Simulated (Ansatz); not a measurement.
Runs of Ansatz 0.2.0 on HgSe. The structure is cubic, space group F-43m (No. 216). Conventional cell: a = 6.078 Å, b = 6.078 Å, c = 6.078 Å, α = 90.00°, β = 90.00°, γ = 90.00°. Around Hg (site symmetry -43m) lie 4 Se at 2.63 Å. Se (site symmetry -43m) is surrounded by 4 Hg at 2.63 Å. 

```tsv
task	level	spin	cell	k mesh	points for each segment of the path	q mesh	mesh quality	gap on the mesh (eV)	pressure (GPa)	relaxed volume (Å³/atom)
band structure	HSE06	off	as given	4 × 4 × 4	4	-	coarse	none	3.2	-
phonons	LDA	off	as given	6 × 6 × 6	8	2 × 2 × 2	not flagged	none	-	-
relaxation of cell and atoms	PBEsol+D4	off	relaxed	8 × 8 × 8	-	-	not flagged	none	0.0	28.27
relaxation of cell and atoms	revPBE+D3(BJ)	off	relaxed	8 × 8 × 8	-	-	not flagged	none	0.0	(a)
relaxation of cell and atoms	B3LYP	off	relaxed	4 × 4 × 4	-	-	coarse	none	0.0	31.57
relaxation of cell and atoms	RPBE+D4	off	relaxed	8 × 8 × 8	-	-	not flagged	-	0.0	(b)
relaxation of cell and atoms	revPBE+D3(BJ)	SOC, no magnetisation	relaxed	6 × 6 × 6	-	-	not flagged	-	0.0	28.77
relaxation of cell and atoms	RPBE+D3(BJ)	off	relaxed	8 × 8 × 8	-	-	not flagged	-	0.0	26.90
```

Alike in all rows: potentials or basis Ansatz PAW; cutoff (eV) 420; smearing fermi-dirac 0.05 eV.

Q: Fill in the values left out.

A: (a) 29.09; (b) 29.41.

Caveats: some runs use coarse meshes; the PAW data sets come from PBE, with cores solved anew for the run's functional, which leaves a small shift of forces and pressure; the plane-wave basis is chosen anew once the cell has moved, so the energies of steps on either side of that aren't comparable (some runs); pairwise dispersion overbinds metals, which lowers pressure and volume (some runs); spin-orbit coupling is left out, which moves the levels of the heavy elements (some runs); the thresholds are loose for stress (some runs); the volume moved by +12 % from the deposited cell, more than functionals usually miss (some runs).

A k mesh can miss the band edges, and rows without SOC leave out spin-orbit coupling on Hg, Se.

A gap of «none» marks a metal or a gap under the smearing width.

Runs at the PBE level aren't shown here.
